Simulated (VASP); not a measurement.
Here is a VASP 6.6.1 calculation.

INCAR

```
SYSTEM = HC4
PREC = Accurate ; ENCUT = 500
EDIFF = 1E-6 ; ISMEAR = 0
SIGMA = 0.05 ; LREAL = .FALSE.
LASPH = .TRUE. ; NELM = 60
ALGO = Fast ; ISIF = 2
LWAVE = .FALSE. ; LCHARG = .FALSE.
GGA = PE ; IBRION = 2
NSW = 40 ; EDIFFG = -0.01
```

The input KPOINTS:

```
Automatic mesh
0
G
  8 1 1
  0 0 0
```

Contents of POSCAR:

```
HC4
1.0
    4.2600000000      0.0000000000      0.0000000000
    0.0000000000     21.4962278939      0.0000000000
    0.0000000000      0.0000000000     11.0000000000
C H
16 4
Direct
    0.0000000000      0.6430199847      0.5000000000
    0.1666666667      0.7002279785      0.5000000000
    0.5000000000      0.7002279785      0.5000000000
    0.6666666667      0.6430199847      0.5000000000
    0.0000000000      0.5286039969      0.5000000000
    0.1666666667      0.5858119908      0.5000000000
    0.5000000000      0.5858119908      0.5000000000
    0.6666666667      0.5286039969      0.5000000000
    0.0000000000      0.4141880092      0.5000000000
    0.1666666667      0.4713960031      0.5000000000
    0.5000000000      0.4713960031      0.5000000000
    0.6666666667      0.4141880092      0.5000000000
    0.0000000000      0.2997720215      0.5000000000
    0.1666666667      0.3569800153      0.5000000000
    0.5000000000      0.3569800153      0.5000000000
    0.6666666667      0.2997720215      0.5000000000
    0.0387323944      0.7441411569      0.5000000000
    0.6279342723      0.7441411569      0.5000000000
    0.1279342723      0.2558588431      0.5000000000
    0.5387323944      0.2558588431      0.5000000000
```

Potentials or basis: VASP PAW PBE potentials, release 64 (C, H).

Run with:

```sh
$ cat potpaw_PBE.64/C/POTCAR potpaw_PBE.64/H/POTCAR > POTCAR
$ mpirun -np 1 vasp_std > vasp.out
```

Task: What does it give for the band gap on the k mesh?

Result: 0.40 eV, direct.

Task: What does it give for the energy gained by relaxing?

Result: 9.0 meV/atom.

Forces on the atoms (eV/Å):
```
C    0.002 -0.004  0.000
C    0.001  0.000  0.000
C   -0.001  0.000  0.000
C   -0.002 -0.004  0.000
C   -0.003 -0.006  0.000
C    0.001  0.001  0.000
C   -0.001  0.001  0.000
C    0.003 -0.006  0.000
C   -0.001 -0.001  0.000
C    0.003  0.006  0.000
C   -0.003  0.006  0.000
C    0.001 -0.001  0.000
C   -0.001  0.000  0.000
C   -0.002  0.004  0.000
C    0.002  0.004  0.000
C    0.001  0.000  0.000
H   -0.002  0.004  0.000
H    0.002  0.004  0.000
H    0.002 -0.004  0.000
H   -0.002 -0.004  0.000
```
